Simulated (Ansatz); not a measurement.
Input for Ansatz (plane-wave DFT, PAW):

```yaml
crystal:
  lattice:
    - [3.671103083, 0.0, 0.0]
    - [-1.8355515415, 3.1792685298, 0.0]
    - [0.0, 0.0, 5.7770439612]
  atoms:
    - { symbol: Zr, position: [0.0, 0.0, 0.0] }
    - { symbol: S, position: [0.6666666667, 0.3333333333, 0.7447288755] }
    - { symbol: S, position: [0.3333333333, 0.6666666667, 0.2552711245] }
basis:
  ecutwfc: 420
kpoints:
  mp_grid: { grid: [9, 9, 6] }
hamiltonian:
  xc: pbe
  dispersion: d3bj
scf:
  occupations: { method: gaussian, width: 0.02 }
output:
  forces: true
  stress: true
  eigenvalues: true
relax:
  adjacent_minimum: "off"
  f_tol: 0.01
  max_steps: 30
  cell: { stress_tol: 0.1, fix: [volume] }
```

Run as
```bash
ansatz run input.yaml --threads 1 --pin off --max-ram 2560MiB --backend cpu --events-out ev --progress --plain --runs-dir out
```

Method: DFT PBE+D3(BJ), scalar-relativistic, plane waves, PAW in Ansatz 0.2.0.

Abridged output (iterations and final results):

```
SCF iter   1: F=—  HF=-5993.651611 eV  |F-HF|=—  |Δ(HF+E_count)|=         —  Δρ=1.34e-3  dr2=1.64e-3  ethr=1.77e-3  ⟨swp⟩=6.2  Hψ=5473  notcnv=0
SCF iter   2: F=—  HF=-5993.650907 eV  |F-HF|=—  |Δ(HF+E_count)|=   7.03e-4  Δρ=6.98e-4  dr2=3.39e-4  ethr=6.82e-6  ⟨swp⟩=2.3  Hψ=2204  notcnv=0
SCF iter   3: F=—  HF=-5993.651063 eV  |F-HF|=—  |Δ(HF+E_count)|=   1.56e-4  Δρ=1.47e-4  dr2=1.31e-5  ethr=1.41e-6  ⟨swp⟩=2.0  Hψ=1376  notcnv=0
SCF iter   4: F=—  HF=-5993.651100 eV  |F-HF|=—  |Δ(HF+E_count)|=   3.76e-5  Δρ=4.33e-5  dr2=1.83e-6  ethr=5.46e-8  ⟨swp⟩=2.1  Hψ=1448  notcnv=0
SCF iter   5: F=—  HF=-5993.651102 eV  |F-HF|=—  |Δ(HF+E_count)|=   1.19e-6  Δρ=1.17e-5  dr2=1.82e-7  ethr=7.62e-9  ⟨swp⟩=2.0  Hψ=1369  notcnv=0
SCF iter   6: F=-5993.651102 eV  HF=-5993.651102 eV  |F-HF|=2.86e-8  |Δ(HF+E_count)|=   1.34e-7  Δρ=5.85e-6  dr2=5.20e-8  ethr=4.17e-10  ⟨swp⟩=4.4  Hψ=3589  notcnv=0
SCF 1 converged in 6 iterations: F = -5993.651102 eV  dr2 = 5.20e-8
relax step   1: F+E_penalty+E_count = -5993.65110170 eV  Δ(F+E_penalty+E_count) = +0.000e0 eV  max|allowed force component| = 3.290e-1 eV/Å  Δτ_max = 0.0000 Å  P = -2.767 GPa  Ω = 67.426 Å³  fix = [volume]  reactions: volume -2.767 GPa (6 SCF iters, dr2 threshold 1.00e-7 eV, accepted)
Initial density: handed on by an earlier stage of this run
Initial wavefunctions: those handed on with the density
SCF iter   1: F=—  HF=-5993.647006 eV  |F-HF|=—  |Δ(HF+E_count)|=         —  Δρ=2.69e-3  dr2=9.82e-3  ethr=3.58e-5  ⟨swp⟩=1.2  Hψ=6945  notcnv=0
SCF iter   2: F=—  HF=-5993.645226 eV  |F-HF|=—  |Δ(HF+E_count)|=   1.78e-3  Δρ=1.19e-3  dr2=1.13e-3  ethr=3.58e-5  ⟨swp⟩=2.1  Hψ=1495  notcnv=0
SCF iter   3: F=—  HF=-5993.644980 eV  |F-HF|=—  |Δ(HF+E_count)|=   2.47e-4  Δρ=5.09e-4  dr2=2.24e-4  ethr=4.69e-6  ⟨swp⟩=2.4  Hψ=1515  notcnv=0
SCF iter   4: F=—  HF=-5993.644951 eV  |F-HF|=—  |Δ(HF+E_count)|=   2.85e-5  Δρ=1.06e-4  dr2=1.18e-5  ethr=9.34e-7  ⟨swp⟩=2.7  Hψ=1676  notcnv=0
SCF iter   5: F=—  HF=-5993.644956 eV  |F-HF|=—  |Δ(HF+E_count)|=   4.43e-6  Δρ=2.09e-5  dr2=3.48e-7  ethr=4.94e-8  ⟨swp⟩=2.1  Hψ=1355  notcnv=0
SCF iter   6: F=-5993.644956 eV  HF=-5993.644956 eV  |F-HF|=9.92e-9  |Δ(HF+E_count)|=   4.31e-7  Δρ=3.43e-6  dr2=1.21e-8  ethr=1.25e-9  ⟨swp⟩=5.1  Hψ=4559  notcnv=0
SCF 2 converged in 6 iterations: F = -5993.644956 eV  dr2 = 1.21e-8
relax step   2: F+E_penalty+E_count = -5993.64495612 eV  Δ(F+E_penalty+E_count) = +6.146e-3 eV  max|allowed force component| = 4.650e-1 eV/Å  Δτ_max = 0.0722 Å  P = +1.385 GPa  Ω = 67.426 Å³  energy of the carried Pulay correction = -1.123e-18 eV  fix = [volume]  (6 SCF iters, dr2 threshold 3.00e-7 eV, rejected (line search))
SCF iter   1: F=—  HF=-5993.663310 eV  |F-HF|=—  |Δ(HF+E_count)|=         —  Δρ=1.44e-3  dr2=2.49e-3  ethr=1.02e-5  ⟨swp⟩=2.0  Hψ=6577  notcnv=0
SCF iter   2: F=—  HF=-5993.662862 eV  |F-HF|=—  |Δ(HF+E_count)|=   4.47e-4  Δρ=7.03e-4  dr2=3.86e-4  ethr=1.02e-5  ⟨swp⟩=2.4  Hψ=1253  notcnv=0
SCF iter   3: F=—  HF=-5993.662781 eV  |F-HF|=—  |Δ(HF+E_count)|=   8.13e-5  Δρ=2.94e-4  dr2=8.10e-5  ethr=1.61e-6  ⟨swp⟩=2.2  Hψ=1479  notcnv=0
SCF iter   4: F=—  HF=-5993.662863 eV  |F-HF|=—  |Δ(HF+E_count)|=   8.22e-5  Δρ=6.32e-5  dr2=4.01e-6  ethr=3.37e-7  ⟨swp⟩=2.5  Hψ=1650  notcnv=0
SCF iter   5: F=—  HF=-5993.662866 eV  |F-HF|=—  |Δ(HF+E_count)|=   2.81e-6  Δρ=1.11e-5  dr2=8.41e-8  ethr=1.67e-8  ⟨swp⟩=2.0  Hψ=1339  notcnv=0
SCF iter   6: F=—  HF=-5993.662866 eV  |F-HF|=—  |Δ(HF+E_count)|=   2.01e-7  Δρ=1.74e-6  dr2=3.02e-9  ethr=3.50e-10  ⟨swp⟩=2.1  Hψ=1461  notcnv=0
SCF iter   7: F=—  HF=-5993.662866 eV  |F-HF|=—  |Δ(HF+E_count)|=   3.44e-9  Δρ=3.80e-7  dr2=1.92e-10  ethr=1.26e-11  ⟨swp⟩=2.0  Hψ=1449  notcnv=0
SCF iter   8: F=-5993.662866 eV  HF=-5993.662866 eV  |F-HF|=3.09e-11  |Δ(HF+E_count)|=  2.49e-10  Δρ=1.23e-7  dr2=1.48e-11  ethr=1.00e-12  ⟨swp⟩=4.3  Hψ=3470  notcnv=0
SCF 3 converged in 8 iterations: F = -5993.662866 eV  dr2 = 1.48e-11
relax step   3: F+E_penalty+E_count = -5993.66286587 eV  Δ(F+E_penalty+E_count) = -1.176e-2 eV  max|allowed force component| = 2.405e-2 eV/Å  Δτ_max = 0.0305 Å  P = -1.034 GPa  Ω = 67.426 Å³  fix = [volume]  reactions: volume -1.034 GPa (8 SCF iters, accepted)
SCF iter   1: F=—  HF=-5993.662923 eV  |F-HF|=—  |Δ(HF+E_count)|=         —  Δρ=2.19e-4  dr2=7.79e-5  ethr=3.57e-7  ⟨swp⟩=2.3  Hψ=6671  notcnv=0
SCF iter   2: F=—  HF=-5993.662998 eV  |F-HF|=—  |Δ(HF+E_count)|=   7.53e-5  Δρ=7.99e-5  dr2=3.29e-6  ethr=3.24e-7  ⟨swp⟩=2.3  Hψ=1312  notcnv=0
SCF iter   3: F=—  HF=-5993.663001 eV  |F-HF|=—  |Δ(HF+E_count)|=   2.76e-6  Δρ=3.89e-5  dr2=7.77e-7  ethr=1.37e-8  ⟨swp⟩=2.2  Hψ=1470  notcnv=0
SCF iter   4: F=-5993.663001 eV  HF=-5993.663001 eV  |F-HF|=9.49e-9  |Δ(HF+E_count)|=   2.99e-7  Δρ=5.48e-6  dr2=2.50e-8  ethr=1.51e-10  ⟨swp⟩=3.3  Hψ=4132  notcnv=0
SCF 4 converged in 4 iterations: F = -5993.663001 eV  dr2 = 2.50e-8
relax step   4: F+E_penalty+E_count = -5993.66300091 eV  Δ(F+E_penalty+E_count) = -1.350e-4 eV  max|allowed force component| = 5.657e-5 eV/Å  Δτ_max = 0.0030 Å  P = -0.836 GPa  Ω = 67.426 Å³  energy of the carried Pulay correction = -5.613e-18 eV  fix = [volume]  reactions: volume -0.836 GPa (4 SCF iters, dr2 threshold 3.61e-8 eV, accepted)
Initial wavefunctions: pseudopotential atomic-orbital guess (no wavefunctions were taken with the density)
SCF iter   1: F=—  HF=-5993.662917 eV  |F-HF|=—  |Δ(HF+E_count)|=         —  Δρ=1.34e-5  dr2=3.81e-8  ethr=1.76e-7  ⟨swp⟩=3.1  Hψ=7953  notcnv=0
SCF iter   2: F=—  HF=-5993.663005 eV  |F-HF|=—  |Δ(HF+E_count)|=   8.79e-5  Δρ=7.15e-6  dr2=9.67e-9  ethr=1.59e-10  ⟨swp⟩=2.3  Hψ=1753  notcnv=0
SCF iter   3: F=—  HF=-5993.663005 eV  |F-HF|=—  |Δ(HF+E_count)|=   1.38e-7  Δρ=1.43e-6  dr2=1.83e-9  ethr=4.03e-11  ⟨swp⟩=2.0  Hψ=1591  notcnv=0
SCF iter   4: F=—  HF=-5993.663005 eV  |F-HF|=—  |Δ(HF+E_count)|=   2.14e-9  Δρ=5.19e-7  dr2=1.63e-10  ethr=7.63e-12  ⟨swp⟩=2.1  Hψ=1420  notcnv=0
SCF iter   5: F=-5993.663005 eV  HF=-5993.663005 eV  |F-HF|=1.82e-11  |Δ(HF+E_count)|=  5.98e-10  Δρ=1.31e-7  dr2=1.96e-11  ethr=1.00e-12  ⟨swp⟩=4.0  Hψ=3225  notcnv=0
SCF 5 converged in 5 iterations: F = -5993.663005 eV  dr2 = 1.96e-11
SCF converged after 5 iterations
Free energy (F): -5993.663005 eV
Harris-Foulkes:  -5993.663005 eV  (|F-HF|=1.82e-11)
Internal energy: -5993.663005 eV  (E = F + TS)
E sigma→0 (E₀):  -5993.663005 eV
Fermi energy:    7.695950 eV
--- Per-component energies (eV) ---
  E_band       = -161.836821
  E_kinetic    = 547.001048
  E_local      = -1278.625598  (includes V_loc(G=0)·N_el)
  E_nonlocal   = 134.644513
  E_hartree    = 445.764389
  E_xc         = -357.011499
  E_vxc        = -367.164994  (∫ρ·V_xc dr)
  E_paw        = -4153.847541  (= ΣΔE_a)
  E_vpaw       = -89.220675  (= ΣTr[D̂ρ^β])
  E_aug_tail   = 0.000027  (compensation charges beyond the density's cutoff)
  E_ewald      = -1330.533732
  E_disp       = -1.054612  (pairwise vdW)
  E_smearing   =  0.000000  (= −TS)
--- Forces (eV/Å), atoms counted from 1 ---
  atom   1  Zr     0.00000000     0.00000000     0.00000000
  atom   2  S      0.00000000     0.00000000     0.00006545
  atom   3  S      0.00000000     0.00000000    -0.00006545
--- Stress (GPa, compression-positive) ---
       -0.830783       0.000000       0.000000
        0.000000      -0.830783       0.000000
        0.000000       0.000000      -0.843864
  P = ⅓ Tr σ = -0.8351 GPa (-8.351 kbar)
--- Band table (eV; the first three rows and the last of 62) ---
  k-point 0: bands = ["-41.7543", "-19.8236", "-19.6667", "-19.6667", "-5.5426", "-4.0200", "2.7194", "4.4257", "4.4257", "7.1255", "7.1255", "7.2733", "8.7856", "8.7856", "9.5164", "12.0673"]
  k-point 1: bands = ["-41.7543", "-19.8238", "-19.6667", "-19.6667", "-5.4849", "-4.1161", "2.9296", "4.4369", "4.4369", "6.8143", "7.0852", "7.0852", "8.7758", "8.7758", "9.6759", "12.1684"]
  k-point 2: bands = ["-41.7543", "-19.8241", "-19.6667", "-19.6667", "-5.3414", "-4.3332", "3.4688", "4.4598", "4.4598", "5.9210", "7.0062", "7.0062", "8.7557", "8.7557", "9.8517", "12.3814"]
  k-point 61: bands = ["-41.7315", "-19.8549", "-19.8549", "-19.7550", "-4.2154", "-4.2154", "3.6638", "3.6638", "4.1490", "5.1471", "5.3925", "5.3925", "9.5714", "10.0640", "10.0640", "12.8512"]
--- Relaxed structure (4 steps of the walk, 3 accepted, 1 SCFs on fresh bases) ---
  F+E_penalty+E_count = -5993.66300548 eV   max|allowed force component| = 6.545e-5 eV/Å   (the final SCF, on the basis selected at the relaxed cell)
  cell:  # Å, volume = 67.4263 Å³
    - [3.65101480, 0.0, 0.0]
    - [-1.82550740, 3.16187157, 0.0]
    - [0.0, 0.0, 5.84079068]
  atoms:
    - { symbol: Zr, position: [0.0, 0.0, 0.0] }
    - { symbol: S, position: [0.66666666, 0.33333333, 0.75053085] }
    - { symbol: S, position: [0.33333333, 0.66666666, 0.24946914] }
```

The relaxation met its thresholds.

Time: 21 s on 1 thread of Arm Neoverse V1 (shared host), peak memory 0.37 GiB.